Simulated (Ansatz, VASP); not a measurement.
**MgTe in VASP and in Ansatz**

File INCAR:

```
ALGO = Normal ; EDIFF = 1E-7
ENCUT = 520 ; GGA = PE
ISIF = 2 ; ISMEAR = -1
LASPH = T ; LCHARG = F
LREAL = F ; LWAVE = F
NBANDS = 11 ; NELM = 60
PREC = Accurate ; SIGMA = 0.05
```

KPOINTS

```
k-points
0
Gamma
  7 7 7
```

Contents of POSCAR:

```
MgTe
1.0
    0.0000000000      3.2319988239      3.2319988239
    3.2319988239      0.0000000000      3.2319988239
    3.2319988239      3.2319988239      0.0000000000
Te Mg
1 1
Direct
    0.2549180000      0.2445060000      0.2403030000
    0.0080780000     -0.0126080000     -0.0020850000
```

File input.yaml:

```yaml
crystal:
  lattice:
    - [0.0, 3.2319988239, 3.2319988239]
    - [3.2319988239, 0.0, 3.2319988239]
    - [3.2319988239, 3.2319988239, 0.0]
  atoms:
    - { symbol: Te, position: [0.254918, 0.244506, 0.240303] }
    - { symbol: Mg, position: [0.008078, -0.012608, -0.002085] }
hamiltonian:
  xc: pbe
  pseudopotentials: { kind: paw }
kpoints:
  mp_grid: { grid: [7, 7, 7] }
scf:
  occupations: { method: fermi_dirac, width: 0.05 }
output:
  forces: true
  stress: true
  eigenvalues: true
```

Change from the starting cell: atoms moved at random, drawn with an rms of 0.05 Å.

Alike in both runs: task single point; functional PBE; k mesh 7 × 7 × 7; occupations fermi-dirac, width 0.05 eV; no spin polarisation.

|  | VASP | Ansatz |
| --- | --- | --- |
| version | VASP 6.6.1 | Ansatz 0.2.0 |
| potentials or method | VASP PAW PBE potentials, release 64 (Te, Mg) | Ansatz PAW |
| plane-wave cutoff (eV) | 520 | 420 |
| valence electrons in the cell | 8 | 26 |

Ansatz gave:

```
gap on the k mesh at the Fermi level (eV)       : 2.38
least direct gap on the mesh (eV)               : 2.38
pressure (GPa)                                  : 0.8
largest component of the traceless stress (GPa) : 0.43
rms of the force components (eV/Å)              : 0.090
```

Question: Estimate VASP's values.

Answer: gap on the k mesh at the Fermi level (eV): 2.37; least direct gap on the mesh (eV): 2.37; pressure (GPa): 0.7; largest component of the traceless stress (GPa): 0.43; rms of the force components (eV/Å): 0.090.

Atom by atom the forces differ by 0.001 eV/Å (rms over components). With one functional, cell and mesh, what is left measures potentials, basis and numerics. The two sets of potentials don't hold the same shells in valence.

Caveats: spin-orbit coupling is left out, which moves the levels of the heavy elements; odd divisions of the mesh miss points on the zone boundary, where band edges often lie, so the gap on the mesh can be too wide (Ansatz).
